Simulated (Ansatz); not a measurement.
# CsI: the cost of one run

Computed with the Python package of Ansatz 0.2.0. Level of theory: DFT LDA, plane waves, norm-conserving potentials.

### 1 The structure

Symmetry: Pm-3m, No. 221, cubic system. The conventional cell has a = 4.567 Å, b = 4.567 Å, c = 4.567 Å, α = 90.00°, β = 90.00°, γ = 90.00°. Cs (site symmetry m-3m) is surrounded by 8 I at 3.95 Å. I (site symmetry m-3m) is surrounded by 8 Cs at 3.95 Å.

The script holds or builds the structure itself.

### 2 The code

Input file berry_csi.py:

```python
"""Berry-phase polarisation of CsI, and a Born charge from a small shift."""

import ansatz as az
from ase import Atoms
import numpy as np

XC = "LDA"
OCCUPATIONS = "fixed"


def main() -> None:
    atoms = Atoms(
        ["Cs", "I"],
        scaled_positions=[
            (0.0, 0.0, 0.0),
            (0.5, 0.5, 0.5),
        ],
        cell=[
            (4.5667, 0.0, 0.0),
            (0.0, 4.5667, 0.0),
            (0.0, 0.0, 4.5667),
        ],
        pbc=True,
    )
    structure = az.Crystal.from_ase(atoms)

    def berry(structure):
        return (
            structure.calculation()
            .functional(XC)
            .pseudopotentials("nc")
            .accuracy("medium")
            .kpoints(4, shift=0.5)
            .scf(lower_state_search="off")
            .occupations(OCCUPATIONS)
            .polarization()
            .run()
            .polarization()
        )


    vectors = np.array(structure.lattice.vectors)
    shifted = structure.move(1, to=np.array(structure.sites[1].position) + 0.01 * np.linalg.inv(vectors)[2])
    before, after = berry(structure), berry(shifted)
    for label, p in (("as typed", before), ("shifted", after)):
        print(label, "reduced polarisation:", [round(axis.reduced, 4) for axis in p.axes], "modulo", p.modulus)
    # take the change on the nearest branch, then turn it into a dipole per cell
    change = np.array([b.reduced - a.reduced for a, b in zip(before.axes, after.axes)])
    change -= before.modulus * np.round(change / before.modulus)
    dipole = change @ vectors
    print("dipole change (e A):", np.round(dipole, 4) + 0.0)
    print("column of the Born charge of", structure.sites[1].symbol, "for a shift along z:", np.round(dipole / 0.01, 2) + 0.0)


if __name__ == "__main__":
    main()
```

### 3 What the engine is handed

The package turns the script's settings into the engine's input (first run):

```yaml
crystal:
  lattice:
    - [4.5667, 0.0, 0.0]
    - [0.0, 4.5667, 0.0]
    - [0.0, 0.0, 4.5667]
  atoms:
    - { symbol: Cs, position: [0.0, 0.0, 0.0] }
    - { symbol: I, position: [0.5, 0.5, 0.5] }
accuracy: medium
kpoints:
  mp_grid:
    grid: [4, 4, 4]
    shift: [0.5, 0.5, 0.5]
hamiltonian:
  xc: lda
  pseudopotentials:
    kind: nc
scf:
  lower_state_search: "off"
  occupations:
    method: fixed
output:
  polarization: {}
```

### 4 The run

Run with:

```console
python berry_csi.py
```

Q: Estimate wall time and peak memory on 1 thread of Arm Neoverse V1, shared host.

About 8.2 s, with a peak of 0.41 GiB.
